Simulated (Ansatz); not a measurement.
# CuO (Tenorite) (Cc) in Ansatz: further runs

Runs on CuO (Tenorite). Level: LDA. Tasks: single point, equation of state.

Everything below comes from runs of Ansatz 0.2.0. Logs are shortened: lines on timing, memory, paths and dates and some standing lists are left out, and cuts for length are marked.

## 1. The structure

It takes space group Cc (No. 9, monoclinic). The conventional cell has a = 4.689 Å, b = 3.427 Å, c = 5.132 Å, α = 90.00°, β = 99.65°, γ = 90.00°. Around Cu (site symmetry 1) lie 4 O at 1.91 to 2.02 Å. O (site symmetry 1) is surrounded by 4 Cu at 1.91 to 2.02 Å.

## 2. Single point, LDA, 9.55 Å³/atom (volume scaled by 0.94)

input.yaml reads:

```yaml
crystal:
  lattice:
    - [2.2967865698, -1.6784228387, 0.0]
    - [2.2967865698, 1.6784228387, 0.0]
    - [-0.8429870921, 0.0, 4.9561536082]
  atoms:
    - { symbol: Cu, position: [0.4968, 0.0032, 0.5] }
    - { symbol: Cu, position: [0.0032, 0.4968, 0.0] }
    - { symbol: O, position: [0.4056, 0.5714, 0.7537] }
    - { symbol: O, position: [0.5714, 0.4056, 0.2537] }
hamiltonian:
  xc: lda
  pseudopotentials: { kind: paw }
kpoints:
  mp_grid: { grid: [10, 10, 5] }
scf:
  occupations: { method: fermi_dirac, width: 0.05 }
output:
  forces: true
  stress: true
  eigenvalues: true
```

Potentials or basis: Ansatz PAW.

Run with:

```bash
$ ansatz run input.yaml --threads 2 --pin off --max-ram 5632MiB --backend cpu --events-out ev --progress --plain --runs-dir out
```

The log of the run:

```text
Warning: RAYON_NUM_THREADS=2 ignored (pool sized by the plan → 2); use --threads N
Engine: ansatz 0.2.0, x86_64-unknown-linux-gnu
Pseudopotentials: kind: paw
Pseudopotential: Cu, paw, valence charge 19, recommended cutoff 420 eV (normal), Cu.paw.azcp
Pseudopotential: O, paw, valence charge 6, recommended cutoff 420 eV (normal), O.paw.azcp
Functional definition: SPW92
  exchange = slater_x
  correlation = pw_c
Crystal: 4 atoms, lattice volume = 38.212 Å³
Basis set: ecut = 420 eV, 759 PW (Γ)
Bands: 30, of which v1, the nominal top of the filled ones, is band 25 counted from 1 (24 counted from 0)
Symmetry: 2 space group operations
Space group: Cc (ITA 9), of the structure as read, at distance tolerance 3.4e-5 Å
k-points: 141 of 500 (time reversal used)
Non-local potential: Cu, projectors of the file, l = 0: 3, l = 1: 2, l = 2: 3, l = 3: 1
Non-local potential: O, projectors of the file, l = 0: 2, l = 1: 2, l = 2: 1
PAW form: soft (Blöchl's): semilocal exchange-correlation on the pseudo side does not see the compensation charge
PAW frozen core: Cu, regenerated for the run's functional, and the local potential with it (the file was generated under x = pbe(κ = 0.804, μ = 0.2195149727645171), c = pbe(β = 0.06672455060314922))
PAW frozen core: O, regenerated for the run's functional, and the local potential with it (the file was generated under x = pbe(κ = 0.804, μ = 0.2195149727645171), c = pbe(β = 0.06672455060314922))
PAW one-centre angular grid: Cu, 590 points (default); XC on 64 Gauss nodes
PAW one-centre angular grid: O, 110 points (default); XC on 64 Gauss nodes
Initial density: superposition of atomic densities (neutral atoms: chi_scale 0, normalization atom), corrected by the library's trained network
Initial wavefunctions: pseudopotential atomic-orbital guess
Functional: x = slater, c = lda
SCF iter   1: F=—  HF=-14219.197233 eV  |F-HF|=—  |Δ(HF+E_count)|=         —  Δρ=2.33e-2  dr2=1.28e-1  ethr=1.77e-3  ⟨swp⟩=5.8  Hψ=14725  notcnv=0
preconditioner: auto → Kerker (q_TF=auto, 2.853 Å⁻¹)  [metal: Δε(μ)=0.027 eV  Ē_g=11.530 eV  σ=0.050 eV  W_gap=0.14  n_scr=20 (ndim 8)  ℏωp=35.0 eV  f_vac=0.000  D(μ)=2.16/eV (n_scr^D=20)]
SCF iter   2: F=—  HF=-14219.160798 eV  |F-HF|=—  |Δ(HF+E_count)|=   3.64e-2  Δρ=8.80e-3  dr2=2.67e-2  ethr=2.55e-4  ⟨swp⟩=2.1  Hψ=7647  notcnv=0
SCF iter   3: F=—  HF=-14219.154587 eV  |F-HF|=—  |Δ(HF+E_count)|=   6.21e-3  Δρ=3.71e-3  dr2=4.18e-3  ethr=5.33e-5  ⟨swp⟩=2.7  Hψ=6913  notcnv=0
SCF iter   4: F=—  HF=-14219.153391 eV  |F-HF|=—  |Δ(HF+E_count)|=   1.20e-3  Δρ=1.04e-3  dr2=2.83e-4  ethr=8.37e-6  ⟨swp⟩=2.6  Hψ=6409  notcnv=0
SCF iter   5: F=—  HF=-14219.153333 eV  |F-HF|=—  |Δ(HF+E_count)|=   5.81e-5  Δρ=2.38e-4  dr2=2.11e-5  ethr=5.66e-7  ⟨swp⟩=2.2  Hψ=6654  notcnv=0
SCF iter   6: F=—  HF=-14219.153331 eV  |F-HF|=—  |Δ(HF+E_count)|=   2.30e-6  Δρ=4.53e-5  dr2=6.29e-7  ethr=4.21e-8  ⟨swp⟩=2.4  Hψ=6477  notcnv=0
SCF iter   7: F=—  HF=-14219.153331 eV  |F-HF|=—  |Δ(HF+E_count)|=   9.82e-8  Δρ=2.53e-5  dr2=2.37e-7  ethr=2.00e-10  ⟨swp⟩=5.0  Hψ=17922  notcnv=0
SCF iter   8: F=-14219.153331 eV  HF=-14219.153331 eV  |F-HF|=1.78e-8  |Δ(HF+E_count)|=   6.30e-8  Δρ=6.12e-6  dr2=1.29e-8  ethr=2.00e-10  ⟨swp⟩=4.0  Hψ=15267  notcnv=0
SCF 1 converged in 8 iterations: F = -14219.153331 eV  dr2 = 1.29e-8
SCF converged after 8 iterations
Free energy (F): -14219.153331 eV
Harris-Foulkes:  -14219.153331 eV  (|F-HF|=1.78e-8)
Internal energy: -14219.135066 eV  (E = F + TS)
E sigma→0 (E₀):  -14219.144198 eV
Entropy (-TS):   -0.018265 eV (-4.566 meV/atom)
Fermi energy:    13.007933 eV
--- Per-component energies (eV) ---
  E_band       = -820.535997
  E_kinetic    = 944.841234
  E_local      = -9447.843011  (includes V_loc(G=0)·N_el)
  E_nonlocal   = 890.050216
  E_hartree    = 4088.946904
  E_xc         = -321.792813
  E_vxc        = -415.736249  (∫ρ·V_xc dr)
  E_paw        = -3476.790890  (= ΣΔE_a)
  E_vpaw       = -969.755039  (= ΣTr[D̂ρ^β])
  E_aug_tail   = 0.005286  (compensation charges beyond the density's cutoff)
  E_ewald      = -6897.645155
  E_core_change = 1.093163  (= ΣΔE_core)
  E_smearing   = -0.018265  (= −TS)
  E_closure    = -0.000000  (closes the sum)
  Σ components = -14219.153331   (vs F -14219.153331, Δ=0.00e0)
--- Forces (eV/Å), atoms counted from 1 ---
  atom   1  Cu    -0.70842014    -0.39735023     0.27587011
  atom   2  Cu    -0.70842014     0.39735023     0.27587011
  atom   3  O      0.70842153    -0.32439349    -0.27587129
  atom   4  O      0.70842153     0.32439349    -0.27587129
  max |Σ_I F_I| component: 2.78e-6 eV/Å
--- Stress (GPa, compression-positive) ---
        1.584716      -0.000000      -2.011864
       -0.000000       3.125882      -0.000000
       -2.011880      -0.000000       1.380459
  P = ⅓ Tr σ = 2.0304 GPa (20.304 kbar)
--- Band table (eV; the first three rows and the last of 141) ---
  k-point 0: bands = ["-98.9344", "-98.9335", "-56.9155", "-56.9150", "-56.8828", "-56.8699", "-56.4653", "-56.4646", "-7.2710", "-5.6937", "4.1394", "6.9293", "7.3187", "9.2751", "9.3938", "9.4721", "9.6409", "9.9889", "10.0740", "10.2527", "10.4771", "10.6076", "10.6943", "11.2473", "13.2387", "13.9843", "14.9311", "19.0038", "21.3948", "26.3791"]
  k-point 1: bands = ["-98.9344", "-98.9335", "-56.9154", "-56.9150", "-56.8815", "-56.8711", "-56.4652", "-56.4647", "-7.1470", "-5.8808", "4.5578", "7.0217", "7.3432", "8.6235", "9.0352", "9.1230", "9.7576", "9.9183", "10.2677", "10.3253", "10.5472", "10.7521", "11.0125", "11.1349", "13.1882", "13.8214", "15.4589", "18.5397", "22.1575", "26.4161"]
  k-point 2: bands = ["-98.9341", "-98.9338", "-56.9153", "-56.9151", "-56.8783", "-56.8744", "-56.4651", "-56.4648", "-6.8018", "-6.3239", "5.6635", "7.0445", "7.2608", "7.5558", "8.5919", "8.6351", "9.9288", "10.0192", "10.3685", "10.4216", "10.5112", "10.7381", "11.2817", "11.4144", "13.1391", "13.4275", "16.5485", "17.6354", "23.8169", "25.7219"]
  k-point 140: bands = ["-98.9321", "-98.9319", "-56.9343", "-56.9326", "-56.8759", "-56.8735", "-56.4767", "-56.4754", "-5.6132", "-5.4997", "5.5491", "6.0935", "6.8088", "6.8935", "7.3579", "7.7673", "9.8824", "10.2132", "10.5777", "10.6032", "11.1273", "11.1438", "11.5753", "11.6922", "12.2897", "12.9778", "17.4523", "18.6793", "21.7920", "22.5710"]
```

It took 13 s on 2 threads of Intel Xeon at 2.50GHz (Skylake/Cascade Lake), shared host; peak memory 0.41 GiB.

Results:

```
Free energy            : -14219.1533 eV
Pressure               : 2.0 GPa
Largest force          : 0.858 eV/Å
Band gap on the k mesh : none (metal or under the smearing width)
```

Caveat: the pressure holds a Pulay correction of +1.0 GPa for the finite cutoff; the run has no spin polarisation, though such a crystal can be magnetic; semilocal functionals often make such compounds metallic where correlation or magnetic order opens a gap, which also shifts bond lengths; the PAW data sets come from PBE, with cores solved anew for the run's functional, which leaves a small shift of forces and pressure.

## 3. Single point, LDA, 9.76 Å³/atom (volume scaled by 0.96)

Changes to input.yaml since step 2:

```diff
@@ -2,5 +2,5 @@
   lattice:
-    - [2.2967865698, -1.6784228387, 0.0]
-    - [2.2967865698, 1.6784228387, 0.0]
-    - [-0.8429870921, 0.0, 4.9561536082]
+    - [2.312961656, -1.6902431073, 0.0]
+    - [2.312961656, 1.6902431073, 0.0]
+    - [-0.8489238166, 0.0, 4.9910572484]
   atoms:
```

Potentials or basis: Ansatz PAW.

Run with:

```bash
$ ansatz run input.yaml --threads 2 --pin off --max-ram 5632MiB --backend cpu --events-out ev --progress --plain --runs-dir out
```

Wall time 13 s (2 threads of Intel Xeon at 2.50GHz (Skylake/Cascade Lake), shared host); peak memory 0.4 GiB.

The run converged. Its results:

| Quantity | Value |
| --- | --- |
| Free energy | -14219.1526 eV |
| Pressure | -2.3 GPa |
| Largest force | 0.806 eV/Å |
| Band gap on the k mesh | none (metal or under the smearing width) |

Caveat: the pressure holds a Pulay correction of +1.0 GPa for the finite cutoff; the run has no spin polarisation, though such a crystal can be magnetic; semilocal functionals often make such compounds metallic where correlation or magnetic order opens a gap, which also shifts bond lengths; the PAW data sets come from PBE, with cores solved anew for the run's functional, which leaves a small shift of forces and pressure.

## 4. Single point, LDA, 9.96 Å³/atom (volume scaled by 0.98)

Changes to input.yaml since step 3:

```diff
@@ -2,5 +2,5 @@
   lattice:
-    - [2.312961656, -1.6902431073, 0.0]
-    - [2.312961656, 1.6902431073, 0.0]
-    - [-0.8489238166, 0.0, 4.9910572484]
+    - [2.3289136198, -1.7019003246, 0.0]
+    - [2.3289136198, 1.7019003246, 0.0]
+    - [-0.8547786486, 0.0, 5.0254794206]
   atoms:
```

Run with:

```bash
$ ansatz run input.yaml --threads 2 --pin off --max-ram 5632MiB --backend cpu --events-out ev --progress --plain --runs-dir out
```

Wall time 13 s (2 threads of Intel Xeon at 2.50GHz (Skylake/Cascade Lake), shared host); peak memory 0.41 GiB.

The run converged. Its results:

* Free energy: -14219.1309 eV
* Pressure: -6.1 GPa
* Largest force: 0.794 eV/Å
* Band gap on the k mesh: none (metal or under the smearing width)

Caveat: the pressure holds a Pulay correction of +1.0 GPa for the finite cutoff; the run has no spin polarisation, though such a crystal can be magnetic; semilocal functionals often make such compounds metallic where correlation or magnetic order opens a gap, which also shifts bond lengths; the PAW data sets come from PBE, with cores solved anew for the run's functional, which leaves a small shift of forces and pressure.

## 5. Single point, LDA, 10.16 Å³/atom

Changes to input.yaml since step 4:

```diff
@@ -2,5 +2,5 @@
   lattice:
-    - [2.3289136198, -1.7019003246, 0.0]
-    - [2.3289136198, 1.7019003246, 0.0]
-    - [-0.8547786486, 0.0, 5.0254794206]
+    - [2.34465, -1.7134, 0.0]
+    - [2.34465, 1.7134, 0.0]
+    - [-0.8605543552, 0.0, 5.0594363927]
   atoms:
```

Run with:

```bash
$ ansatz run input.yaml --threads 2 --pin off --max-ram 5632MiB --backend cpu --events-out ev --progress --plain --runs-dir out
```

Wall time 14 s (2 threads of Intel Xeon at 2.50GHz (Skylake/Cascade Lake), shared host); peak memory 0.41 GiB.

Results (log left out):

```yaml
Free_energy: -14219.0909 eV
Pressure: -9.6 GPa
Largest_force: 0.790 eV/Å
Band_gap_on_the_k_mesh: none (metal or under the smearing width)
```

Caveat: the pressure holds a Pulay correction of +0.9 GPa for the finite cutoff; the run has no spin polarisation, though such a crystal can be magnetic; semilocal functionals often make such compounds metallic where correlation or magnetic order opens a gap, which also shifts bond lengths; the PAW data sets come from PBE, with cores solved anew for the run's functional, which leaves a small shift of forces and pressure.

## 6. Single point, LDA, 10.37 Å³/atom (volume scaled by 1.02)

Changes to input.yaml since step 5:

```diff
@@ -2,5 +2,5 @@
   lattice:
-    - [2.34465, -1.7134, 0.0]
-    - [2.34465, 1.7134, 0.0]
-    - [-0.8605543552, 0.0, 5.0594363927]
+    - [2.360177936, -1.7247473506, 0.0]
+    - [2.360177936, 1.7247473506, 0.0]
+    - [-0.8662535568, 0.0, 5.0929435705]
   atoms:
```

Potentials or basis: Ansatz PAW.

Run with:

```bash
$ ansatz run input.yaml --threads 2 --pin off --max-ram 5632MiB --backend cpu --events-out ev --progress --plain --runs-dir out
```

Wall time 13 s (2 threads of Intel Xeon at 2.50GHz (Skylake/Cascade Lake), shared host); peak memory 0.41 GiB.

It converged, with:

```
Free energy            : -14219.0345 eV
Pressure               : -12.6 GPa
Largest force          : 0.792 eV/Å
Band gap on the k mesh : none (metal or under the smearing width)
```

Caveat: the pressure holds a Pulay correction of +0.9 GPa for the finite cutoff; the run has no spin polarisation, though such a crystal can be magnetic; semilocal functionals often make such compounds metallic where correlation or magnetic order opens a gap, which also shifts bond lengths; the PAW data sets come from PBE, with cores solved anew for the run's functional, which leaves a small shift of forces and pressure.

## 7. Single point, LDA, 10.57 Å³/atom (volume scaled by 1.04)

Changes to input.yaml since step 6:

```diff
@@ -2,5 +2,5 @@
   lattice:
-    - [2.360177936, -1.7247473506, 0.0]
-    - [2.360177936, 1.7247473506, 0.0]
-    - [-0.8662535568, 0.0, 5.0929435705]
+    - [2.3755041962, -1.7359473225, 0.0]
+    - [2.3755041962, 1.7359473225, 0.0]
+    - [-0.8718787375, 0.0, 5.1260155593]
   atoms:
```

Run with:

```bash
$ ansatz run input.yaml --threads 2 --pin off --max-ram 5632MiB --backend cpu --events-out ev --progress --plain --runs-dir out
```

Run time: 14 s. Hardware: 2 threads of Intel Xeon at 2.50GHz (Skylake/Cascade Lake), shared host; peak memory 0.41 GiB.

Results (log left out):

```
Free energy            : -14218.9636 eV
Pressure               : -15.3 GPa
Largest force          : 0.799 eV/Å
Band gap on the k mesh : none (metal or under the smearing width)
```

Caveat: the pressure holds a Pulay correction of +0.9 GPa for the finite cutoff; the run has no spin polarisation, though such a crystal can be magnetic; semilocal functionals often make such compounds metallic where correlation or magnetic order opens a gap, which also shifts bond lengths; the PAW data sets come from PBE, with cores solved anew for the run's functional, which leaves a small shift of forces and pressure.

## 8. Single point, LDA, 10.77 Å³/atom (volume scaled by 1.06)

Changes to input.yaml since step 7:

```diff
@@ -2,5 +2,5 @@
   lattice:
-    - [2.3755041962, -1.7359473225, 0.0]
-    - [2.3755041962, 1.7359473225, 0.0]
-    - [-0.8718787375, 0.0, 5.1260155593]
+    - [2.3906352041, -1.7470046099, 0.0]
+    - [2.3906352041, 1.7470046099, 0.0]
+    - [-0.877432255, 0.0, 5.1586662202]
   atoms:
```

Run with:

```bash
$ ansatz run input.yaml --threads 2 --pin off --max-ram 5632MiB --backend cpu --events-out ev --progress --plain --runs-dir out
```

It took 12 s on 2 threads of Intel Xeon at 2.50GHz (Skylake/Cascade Lake), shared host; peak memory 0.42 GiB.

It converged, with:

* Free energy: -14218.8800 eV
* Pressure: -17.7 GPa
* Largest force: 0.809 eV/Å
* Band gap on the k mesh: none (metal or under the smearing width)

Caveat: the pressure holds a Pulay correction of +0.9 GPa for the finite cutoff; the run has no spin polarisation, though such a crystal can be magnetic; semilocal functionals often make such compounds metallic where correlation or magnetic order opens a gap, which also shifts bond lengths; the PAW data sets come from PBE, with cores solved anew for the run's functional, which leaves a small shift of forces and pressure.

## 9. Equation of state, LDA

Potentials or basis: Ansatz PAW.

This step only gathers the single runs of the series.

What came out:

| Property | Result |
| --- | --- |
| Equilibrium volume | 9.65 Å³/atom |
| Bulk modulus at fixed shape and positions | 208 GPa |
| Pressure derivative of the bulk modulus | 4.8 |

Energy against volume, from the lowest point:
| volume (Å³/atom) | energy (meV/atom) |
| --- | --- |
| 9.553 | 0.00 |
| 9.756 | 0.19 |
| 9.959 | 5.62 |
| 10.163 | 15.61 |
| 10.366 | 29.71 |
| 10.569 | 47.43 |
| 10.772 | 68.33 |

Caveat: the cell was scaled at fixed shape and fractional positions, which overstates the stiffness of a crystal with free parameters, most of all of layers and chains; the run has no spin polarisation, though such a crystal can be magnetic.
